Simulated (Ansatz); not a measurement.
# PtSe2 (Sudovikovite) (P-3m1) in Ansatz: notebook

Aim: see how the results for PtSe2 (Sudovikovite) move with the level of theory and the settings. Levels: r2SCAN+U, PBE. Tasks: relaxation of cell and atoms, single point.

Everything below comes from runs of Ansatz 0.2.0. Logs are shortened: lines on timing, memory, paths and dates and some standing lists are left out, and cuts for length are marked.

## 1. Starting point

It takes space group P-3m1 (No. 164, trigonal). Conventional cell: a = 3.724 Å, b = 3.724 Å, c = 5.062 Å, α = 90.00°, β = 90.00°, γ = 120.00°. Pt (site symmetry -3m) is surrounded by 6 Se at 2.49 Å. Around Se (site symmetry 3m) lie 3 Pt at 2.49 Å.

## 2. Relaxation of cell and atoms, r2SCAN+U

Input file input.yaml:

```yaml
crystal:
  lattice:
    - [3.724, 0.0, 0.0]
    - [-1.862, 3.2250786037, 0.0]
    - [0.0, 0.0, 5.062]
  atoms:
    - { symbol: Pt, position: [0.0, 0.0, 0.0] }
    - { symbol: Se, position: [0.6666666667, 0.3333333333, 0.75] }
    - { symbol: Se, position: [0.3333333333, 0.6666666667, 0.25] }
hamiltonian:
  xc: r2scan
  pseudopotentials: { kind: paw }
  hubbard: { sites: [{ species: Pt, l: d, u_eff: 6.0 }] }
kpoints:
  mp_grid: { grid: [8, 8, 5] }
scf:
  occupations: { method: fermi_dirac, width: 0.05 }
output:
  forces: true
  stress: true
  write_density: true
  write_potential: true
  elf: true
  volumetric_format: npy
relax:
  f_tol: 0.01
  max_steps: 40
  cell: { stress_tol: 0.05 }
```

Potentials or basis: Ansatz PAW.

Run with:

```bash
ansatz run input.yaml --threads 2 --pin off --max-ram 5120MiB --backend cpu --events-out ev --progress --plain --runs-dir out
```

The program printed:

```text
Warning: RAYON_NUM_THREADS=2 ignored (pool sized by the plan → 2); use --threads N
Pt: projections on atomic orbitals take those of the free atom [Kr 4d10 4f14] 5s2 5p6 5d9 6s1, of charge +0.00 (hamiltonian.pseudopotentials.projection_atoms); the dataset's partial waves leave at most 9.1e-5 of an orbital's norm unspanned inside its sphere
Se: projections on atomic orbitals take those of the free atom [Ar] 3d10 4s2 4p4, of charge +0.00 (hamiltonian.pseudopotentials.projection_atoms); the dataset's partial waves leave at most 2.3e-6 of an orbital's norm unspanned inside its sphere
Engine: ansatz 0.2.0, x86_64-unknown-linux-gnu
Pseudopotentials: kind: paw
Pseudopotential: Pt, paw, valence charge 18, recommended cutoff 500 eV (meta_gga), Pt.paw.azcp
Pseudopotential: Se, paw, valence charge 16, recommended cutoff 500 eV (meta_gga), Se.paw.azcp
Functional definition: r2SCAN
  parameter k0 = 0.174
  parameter k1 = 0.065
  parameter a1 = 4.9479
  exchange = r2scan_x(k0 = k0, k1 = k1, a1 = a1)
  correlation = r2scan_c
Crystal: 3 atoms, lattice volume = 60.796 Å³
Basis set: ecut = 500 eV, 1543 PW (Γ), exchange–correlation on 120×120×160 points (64 copies of the dense FFT grid, shifted against one another)
Bands: 30, of which v1, the nominal top of the filled ones, is band 25 counted from 1 (24 counted from 0)
Symmetry: 12 space group operations
Space group: P-3m1 (ITA 164), of the structure as read, at distance tolerance 3.9e-5 Å
k-points: 40 of 320
Non-local potential: Pt, projectors of the file, l = 0: 3, l = 1: 2, l = 2: 2, l = 3: 1
Non-local potential: Se, projectors of the file, l = 0: 2, l = 1: 2, l = 2: 3, l = 3: 1
PAW form: soft (Blöchl's): semilocal exchange-correlation on the pseudo side does not see the compensation charge
PAW frozen core: Pt, regenerated for the run's functional (the file was generated under x = pbe(κ = 0.804, μ = 0.2195149727645171), c = pbe(β = 0.06672455060314922))
PAW frozen core: Se, regenerated for the run's functional (the file was generated under x = pbe(κ = 0.804, μ = 0.2195149727645171), c = pbe(β = 0.06672455060314922))
PAW one-centre angular grid: Pt, 590 points (default); XC on 160 Gauss nodes
PAW one-centre angular grid: Se, 590 points (default); XC on 160 Gauss nodes
Initial density: superposition of atomic densities (chi_scale 0.1, normalization cell, long waves of neutral atoms under a Hubbard term (reshape's long-wave potential 0.01 eV rms, cloud 2.56 Å wide))
Initial wavefunctions: pseudopotential atomic-orbital guess
Functional: x = r2scan, c = r2scan; τ floored in thin density (d = 2e-4 eV/Å³)
iter 1 solved again at ethr=2.42e-3 eV; its pass at ethr=3.10e-3 eV (dr2=1.21e0 eV) is discarded
SCF iter   1: F=—  HF=-23491.363632 eV  |F-HF|=—  |Δ(HF+E_count)|=         —  Δρ=3.90e-2  dr2=1.21e0  dr2_τ=7.73e-2  ethr=2.42e-3  ⟨swp⟩=1.0  Hψ=6144  notcnv=0
preconditioner: auto → LDOS  [metal: Δε(μ)=0.045 eV  Ē_g=11.473 eV  σ=0.050 eV  W_gap=0.22  n_scr=22 (ndim 8)  ℏωp=22.3 eV  f_vac=0.017  D(μ)=0.91/eV (n_scr^D=2)  β→1.0]
SCF iter   2: F=—  HF=-23491.754548 eV  |F-HF|=—  |Δ(HF+E_count)|=   3.91e-1  Δρ=3.40e-2  dr2=1.02e0  dr2_τ=1.58e-1  ethr=2.42e-3  ⟨swp⟩=3.0  Hψ=1849  notcnv=0
preconditioner: auto → Resta (q_TF=auto, 2.641 Å⁻¹)  ε∞=4.9  [insulator: Δε(μ)=0.278 eV  Ē_g=11.298 eV  σ=0.050 eV  W_gap=0.88  n_scr=22 (ndim 8)  ℏωp=22.3 eV  f_vac=0.034  D(μ)=0.20/eV (n_scr^D=0)  ε∞_Penn≈4.9  β→0.5]
SCF iter   3: F=—  HF=-23491.608101 eV  |F-HF|=—  |Δ(HF+E_count)|=   1.46e-1  Δρ=1.02e-2  dr2=2.50e-2  dr2_τ=6.82e-3  ethr=2.05e-3  ⟨swp⟩=2.2  Hψ=2077  notcnv=0  defer=5
SCF iter   4: F=—  HF=-23491.629682 eV  |F-HF|=—  |Δ(HF+E_count)|=   2.16e-2  Δρ=1.85e-3  dr2=1.47e-3  dr2_τ=6.55e-5  ethr=5.01e-5  ⟨swp⟩=2.9  Hψ=2336  notcnv=0  defer=5
SCF iter   5: F=—  HF=-23491.629536 eV  |F-HF|=—  |Δ(HF+E_count)|=   1.47e-4  Δρ=6.50e-4  dr2=1.46e-4  dr2_τ=1.93e-5  ethr=2.93e-6  ⟨swp⟩=2.0  Hψ=2076  notcnv=0  defer=5
SCF iter   6: F=—  HF=-23491.629569 eV  |F-HF|=—  |Δ(HF+E_count)|=   3.36e-5  Δρ=1.73e-4  dr2=1.51e-5  dr2_τ=8.23e-7  ethr=2.92e-7  ⟨swp⟩=2.0  Hψ=2033  notcnv=0  defer=5
SCF iter   7: F=—  HF=-23491.629573 eV  |F-HF|=—  |Δ(HF+E_count)|=   3.63e-6  Δρ=3.62e-5  dr2=8.38e-7  dr2_τ=1.76e-8  ethr=3.02e-8  ⟨swp⟩=3.0  Hψ=2204  notcnv=0  defer=5
SCF iter   8: F=-23491.629573 eV  HF=-23491.629573 eV  |F-HF|=1.15e-8  |Δ(HF+E_count)|=   3.91e-7  Δρ=6.53e-6  dr2=2.87e-8  dr2_τ=3.26e-9  ethr=2.00e-10  ⟨swp⟩=8.0  Hψ=7316  notcnv=0
SCF 1 converged in 8 iterations: F = -23491.629573 eV  dr2 = 2.87e-8
[... 99 lines left out ...]
preconditioner: auto → Resta (q_TF=auto, 2.588 Å⁻¹)  ε∞=4.6  [insulator: Δε(μ)=0.334 eV  Ē_g=11.065 eV  σ=0.050 eV  W_gap=0.93  n_scr=22 (ndim 8)  ℏωp=21.0 eV  f_vac=0.125  D(μ)=0.04/eV (n_scr^D=0)  ε∞_Penn≈4.6]
SCF iter   2: F=—  HF=-23491.682669 eV  |F-HF|=—  |Δ(HF+E_count)|=   3.63e-3  Δρ=4.33e-4  dr2=4.02e-6  dr2_τ=5.07e-5  ethr=3.31e-8  ⟨swp⟩=2.1  Hψ=1836  notcnv=0
SCF iter   3: F=—  HF=-23491.683481 eV  |F-HF|=—  |Δ(HF+E_count)|=   8.12e-4  Δρ=4.29e-5  dr2=3.17e-7  dr2_τ=4.46e-7  ethr=8.04e-9  ⟨swp⟩=2.0  Hψ=2087  notcnv=0
SCF iter   4: F=—  HF=-23491.683488 eV  |F-HF|=—  |Δ(HF+E_count)|=   6.35e-6  Δρ=8.18e-6  dr2=1.92e-8  dr2_τ=1.87e-8  ethr=6.33e-10  ⟨swp⟩=2.0  Hψ=1646  notcnv=0
SCF iter   5: F=—  HF=-23491.683488 eV  |F-HF|=—  |Δ(HF+E_count)|=   1.43e-7  Δρ=2.95e-6  dr2=3.88e-9  dr2_τ=5.02e-10  ethr=3.83e-11  ⟨swp⟩=3.0  Hψ=2222  notcnv=0
SCF iter   6: F=—  HF=-23491.683488 eV  |F-HF|=—  |Δ(HF+E_count)|=   4.30e-9  Δρ=5.64e-7  dr2=3.61e-10  dr2_τ=1.61e-11  ethr=7.75e-12  ⟨swp⟩=3.0  Hψ=2252  notcnv=0
SCF iter   7: F=—  HF=-23491.683488 eV  |F-HF|=—  |Δ(HF+E_count)|=  2.18e-11  Δρ=2.83e-7  dr2=9.86e-11  dr2_τ=2.30e-12  ethr=1.00e-12  ⟨swp⟩=2.0  Hψ=2040  notcnv=0
SCF iter   8: F=-23491.683488 eV  HF=-23491.683488 eV  |F-HF|=7.28e-12  |Δ(HF+E_count)|=  4.73e-11  Δρ=5.07e-8  dr2=1.92e-12  dr2_τ=3.40e-13  ethr=1.00e-12  ⟨swp⟩=5.8  Hψ=4906  notcnv=0
SCF 10 converged in 8 iterations: F = -23491.683488 eV  dr2 = 1.92e-12
relax step  10: F+E_penalty+E_count = -23491.68348777 eV  Δ(F+E_penalty+E_count) = -1.634e-3 eV  max|allowed force component| = 2.624e-4 eV/Å  Δτ_max = 0.0000 Å  P = +0.003 GPa  Ω = 68.643 Å³  stress off target by 1.33e-2 GPa  SCF on the basis re-selected at this cell (its energy is not comparable with the rows above)  (8 SCF iters)
basis re-selected at this cell: Δ(F+E_penalty+E_count) = -1.634e-3 eV, ΔP = +0.006 GPa vs the last step (what re-selecting the basis moved, of the pressure what is left beyond the Pulay correction that the steps carried, after the strain that the cell walked since its last selection, with what the two solves' SCF thresholds leave and, on support functions, any second-order correction that the steps lacked; it is no measure of the basis error at this ecutwfc). The dense FFT grid was sized anew with the basis: this SCF ran on 30×30×45 points, the steps before it on 30×30×40, so part of this shift can come from that change (see relax.cell in the input reference). This SCF's stress stands 1.33e-2 GPa from its target on what of the cell is left free (relax.cell.stress_tol is 5.00e-2 GPa) and its largest allowed force component is 2.62e-4 eV/Å (relax.f_tol is 1.00e-2 eV/Å): within both
SCF converged after 8 iterations
Free energy (F): -23491.683488 eV
Harris-Foulkes:  -23491.683488 eV  (|F-HF|=7.28e-12)
Internal energy: -23491.682936 eV  (E = F + TS)
E sigma→0 (E₀):  -23491.683212 eV
Entropy (-TS):   -0.000552 eV (-0.184 meV/atom)
Fermi energy:    10.617793 eV
--- Per-component energies (eV) ---
  E_band       = -1118.782909
  E_kinetic    = 875.570776
  E_local      = -7737.833815  (includes V_loc(G=0)·N_el)
  E_nonlocal   = -986.464997
  E_hartree    = 3577.907839
  E_xc         = -446.247412
  E_vxc        = -548.922008  (∫ρ·V_xc dr)
  E_hubbard    = 2.591528  (on-site DFT+U / exact-exchange correction)
  E_vhub       = -21.343367  (the Hubbard potential's part of the band-sum identity)
  E_paw        = -13332.063195  (= ΣΔE_a)
  E_vpaw       = 112.152259  (= ΣTr[D̂ρ^β])
  E_aug_tail   = -0.000267  (compensation charges beyond the density's cutoff)
  E_vtau       = 32.242850  (kinetic-family band-sum trace: ∫τ·v_τ [+ j·A + Jᵃ·Aᵃ] dr)
  E_ewald      = -5441.382358
  E_core_change = -3.761035  (= ΣΔE_core)
  E_smearing   = -0.000552  (= −TS)
  E_closure    = 0.000000  (closes the sum)
  Σ components = -23491.683488   (vs F -23491.683488, Δ=0.00e0)
--- Forces (eV/Å), atoms counted from 1 ---
  atom   1  Pt    -0.00000000    -0.00000000     0.00000000
  atom   2  Se     0.00000000     0.00000000     0.00026235
  atom   3  Se    -0.00000000    -0.00000000    -0.00026235
  max |Σ_I F_I| component: 2.31e-18 eV/Å
--- Stress (GPa, compression-positive) ---
       -0.002805      -0.000000      -0.000000
        0.000000      -0.002805       0.000000
       -0.000000       0.000000       0.013300
  P = ⅓ Tr σ = 0.0026 GPa (0.026 kbar)
--- Band table (eV; the first three rows and the last of 40) ---
  k-point 0: bands = ["-89.8352", "-43.5063", "-43.5063", "-43.4394", "-38.5223", "-38.5223", "-38.5196", "-38.5196", "-38.4968", "-38.4968", "-38.4928", "-38.4928", "-38.4839", "-38.4830", "-4.8582", "-2.7150", "2.8646", "3.5412", "3.5412", "4.9334", "4.9334", "7.1123", "9.8170", "9.8170", "10.4708", "12.5291", "12.5291", "15.3417", "15.6586", "18.9321"]
  k-point 1: bands = ["-89.8352", "-43.5063", "-43.5063", "-43.4394", "-38.5223", "-38.5223", "-38.5196", "-38.5196", "-38.4967", "-38.4967", "-38.4929", "-38.4929", "-38.4839", "-38.4830", "-4.7915", "-2.8612", "3.0504", "3.5456", "3.5456", "4.9298", "4.9298", "7.2638", "9.7591", "9.7591", "9.8648", "12.6441", "12.6441", "15.7242", "16.0526", "18.8544"]
  k-point 2: bands = ["-89.8352", "-43.5063", "-43.5063", "-43.4394", "-38.5223", "-38.5223", "-38.5196", "-38.5196", "-38.4966", "-38.4966", "-38.4930", "-38.4930", "-38.4838", "-38.4831", "-4.6634", "-3.1091", "3.3521", "3.5527", "3.5527", "4.9242", "4.9242", "7.7795", "8.7290", "9.6719", "9.6719", "12.8298", "12.8298", "16.0737", "17.0172", "18.7088"]
  k-point 39: bands = ["-89.8349", "-43.5160", "-43.5131", "-43.4385", "-38.5215", "-38.5211", "-38.5206", "-38.5195", "-38.4964", "-38.4944", "-38.4941", "-38.4936", "-38.4831", "-38.4830", "-3.2639", "-3.1212", "3.1914", "3.6962", "4.3976", "5.2309", "5.3492", "5.8126", "6.8806", "7.7431", "8.0750", "11.8702", "12.3197", "16.7269", "17.9976", "18.5078"]
Occupation matrices written to <dir>
--- Relaxed structure (9 steps of the walk, 9 accepted, 1 SCFs on fresh bases) ---
  F+E_penalty+E_count = -23491.68348777 eV   max|allowed force component| = 2.624e-4 eV/Å   (the final SCF, on the basis selected at the relaxed cell)
  cell:  # Å, volume = 68.6434 Å³
    - [3.722233333656459, -1.4592043172020459e-33, 1.9212856843160255e-32]
    - [-1.8611166668282295, 3.223548625759732, 1.1455371711901486e-32]
    - [6.281030827949847e-33, 2.1766664398832768e-32, 5.720852478243506]
  atoms:
    - { symbol: Pt, position: [-2.706236195800747e-34, -1.9180036380829883e-34, 3.712532132835915e-19] }
    - { symbol: Se, position: [0.6666666666666665, 0.3333333333333333, 0.7700620868018971] }
    - { symbol: Se, position: [0.3333333333333333, 0.6666666666666666, 0.22993791319810264] }
```

Run time: 44 s. Hardware: 2 threads of Intel Xeon at 2.60GHz (Ice Lake), shared host; peak memory 0.72 GiB.

Results:

| Property | Result |
| --- | --- |
| Free energy | -23491.6835 eV |
| Relaxed volume | 22.88 Å³/atom |
| Relaxed cell | a = 3.722 Å, b = 3.722 Å, c = 5.721 Å, α = 90.00°, β = 90.00°, γ = 120.00° |
| Space group after relaxing (to 0.05 Å) | P-3m1 (No. 164) |
| Energy gained by relaxing | 18.0 meV/atom |
| Ionic steps | 10 |
| Pressure after relaxing | 0.0 GPa |
| Band gap on the k mesh | 0.33 eV, indirect (least direct gap 0.88 eV) |

The path:
```tsv
step	energy change (eV)	largest force (eV/Å)	volume (Å³)
1	0.0000	0.5316	60.80
2	-0.0282	0.2982	64.94
3	-0.0438	0.0408	64.03
4	-0.0461	0.0180	64.42
5	-0.0493	0.0725	65.80
6	-0.0516	0.0065	67.27
7	-0.0523	0.0036	68.47
8	-0.0523	0.0104	68.69
9	-0.0523	0.0003	68.64
10	-0.0539	0.0003	68.64
```

Final structure:
```
Pt Se
1.0
     3.72223    0.00000    0.00000
    -1.86112    3.22355    0.00000
     0.00000    0.00000    5.72085
Pt Se
1 2
Direct
  0.00000 0.00000 0.00000
  0.66667 0.33333 0.77006
  0.33333 0.66667 0.22994
```

Eigenvalues of the final occupation matrices:
```
  site  spin  trace               eigenvalues
site 1     1   4.42  0.73 0.73 0.99 0.99 0.99
```

Caveat: odd divisions of the mesh miss points on the zone boundary, where band edges often lie, so the gap on the mesh can be too wide; the plane-wave basis is chosen anew once the cell has moved, so the energies of steps on either side of that aren't comparable; spin-orbit coupling is left out, which moves the levels of the heavy elements; the volume moved by +13 % from the deposited cell, more than functionals usually miss; the PAW data sets come from PBE, with cores solved anew for the run's functional, which leaves a small shift of forces and pressure. A k mesh can miss the band edges.

(Continued in part 2 of 2.)
